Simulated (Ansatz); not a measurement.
**ZnS: energy along a strain**

ZnS, P6_3mc, a = 3.811 Å, c = 6.234 Å (as given, not relaxed at this level: 2.3 GPa, forces to 0.32 eV/Å). The compound has several low-lying forms, and this is one of them. Ansatz: PBE, PAW, 420 eV, Γ-centred 12×12×6 mesh on 4 atoms, Gaussian smearing 0.05 eV; no spin polarisation. Cell vectors (Å): 3.811 0.000 0.000; -1.905 3.300 0.000; 0.000 0.000 6.234. The cell is strained by x per cent times the pattern (1 0 0 0 0 0) in the order xx yy zz yz xz xy (engineering shears), with fractional coordinates held. y is the free energy over the start, V0 = 19.603 Å³/atom.

```tsv
x (%)	y (meV/atom)
-4.00	?
-3.00	21.12
-2.00	11.72
-1.00	4.74
0.00	0.00
1.00	-2.67
2.00	-3.42
3.00	-2.41
3.50	-1.29
4.00	0.23
```

Problem. Fit y = c1 x + c2 x² + c3 x³ to the other rows, get the stiffness along the pattern, and predict the missing energy.

Solution. Least squares on the rows shown. y = −3.6832 x + 1.0394 x² − 0.026218 x³. The clamped-ion stiffness p·C·p = 2 × 10.39 eV × 160.2 / 19.603 Å³ = 170 GPa, which is C11 in these axes (second derivative at the start, which stands under stress). At x = -4.00 the fit asked for gives 33.04 meV/atom. The run gave 33.13 meV/atom, so the fit is 0.09 meV/atom too low, a small miss on the scale of the series.